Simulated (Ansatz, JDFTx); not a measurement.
Given: the input of a run of Ansatz 0.2.0 on AlN. 

input.yaml

```yaml
crystal:
  lattice:
    - [3.113, 0.0, 0.0]
    - [-1.5565, 2.695937082, 0.0]
    - [0.0, 0.0, 4.981]
  atoms:
    - { symbol: Al, position: [0.6666666667, 0.3333333333, 0.5] }
    - { symbol: Al, position: [0.3333333333, 0.6666666667, 0.0] }
    - { symbol: "N", position: [0.6666666667, 0.3333333333, 0.88] }
    - { symbol: "N", position: [0.3333333333, 0.6666666667, 0.38] }
hamiltonian:
  xc: pbe
  pseudopotentials: { kind: paw }
  dispersion: d3bj
kpoints:
  mp_grid: { grid: [10, 10, 6] }
scf:
  occupations: { method: fermi_dirac, width: 0.05 }
output:
  forces: true
  stress: true
  write_density: true
  write_potential: true
  elf: true
  volumetric_format: npy
relax:
  f_tol: 0.01
  max_steps: 40
  cell: { stress_tol: 0.05 }
```

Potentials or basis: Ansatz PAW.

The run is started by

```console
$ ansatz run input.yaml --threads 2 --pin off --max-ram 5632MiB --backend cpu --events-out ev --progress --plain --runs-dir out
```

Task: Translate it to JDFTx 1.7.0 (patched build). Potentials or basis there: PseudoDojo-SR-PBE-0.5-standard, cutoff 1143 eV.

Result: As run (cutoffs and basis follow the program's own potentials, and thresholds, step limits or extra output files can differ):

Contents of AlN.in:

```
include AlN.lattice
coords-type Lattice
include AlN.ionpos

ion-species pseudo/Al.upf
ion-species pseudo/N.upf
elec-cutoff 42 336
elec-ex-corr gga-PBE
van-der-waals D3BJ
kpoint-folding 10 10 6
elec-smearing Fermi 0.0018374661
elec-n-bands 14
electronic-SCF nIterations 100 energyDiffThreshold 1e-09
electronic-minimize nIterations 30 energyDiffThreshold 1e-7
forces-output-coords Cartesian
lattice-minimize nIterations 40 energyDiffThreshold 1e-6

dump-name run.$VAR
dump End Ecomponents EigStats BandEigs Kpoints Forces Stress
```

Contents of AlN.lattice:

```
lattice \
    5.8827174260    -2.9413587130     0.0000000000 \
    0.0000000000     5.0945827342     0.0000000000 \
    0.0000000000     0.0000000000     9.4127258268
```

The input AlN.ionpos:

```
ion Al     0.6666666667     0.3333333333     0.5000000000 1
ion Al     0.3333333333     0.6666666667     0.0000000000 1
ion N      0.6666666667     0.3333333333     0.8800000000 1
ion N      0.3333333333     0.6666666667     0.3800000000 1
```

Potentials or basis: PseudoDojo-SR-PBE-0.5-standard.

Command:

```sh
$ jdftx -c 1 -i AlN.in -o AlN.out
```

Both were run:

|  | Ansatz | JDFTx |
| --- | --- | --- |
| Relaxed volume | 10.42 Å³/atom | 10.40 Å³/atom |
| Relaxed cell | a = 3.109 Å, b = 3.109 Å, c = 4.979 Å, α = 90.00°, β = 90.00°, γ = 120.00° | a = 3.107 Å, b = 3.107 Å, c = 4.976 Å, α = 90.00°, β = 90.00°, γ = 120.00° |
| Space group after relaxing | P6_3mc (No. 186) | P6_3mc (No. 186) |
| Pressure after relaxing | 0.0 GPa | 0.0 GPa |

Ansatz's pressure holds a Pulay term of +0.50 GPa for its cutoff of 420 eV, which the other run lacks.

Where Ansatz's input types no cutoff or centring, it takes its own default and a Γ-centred mesh.

Pressure is positive in compression.
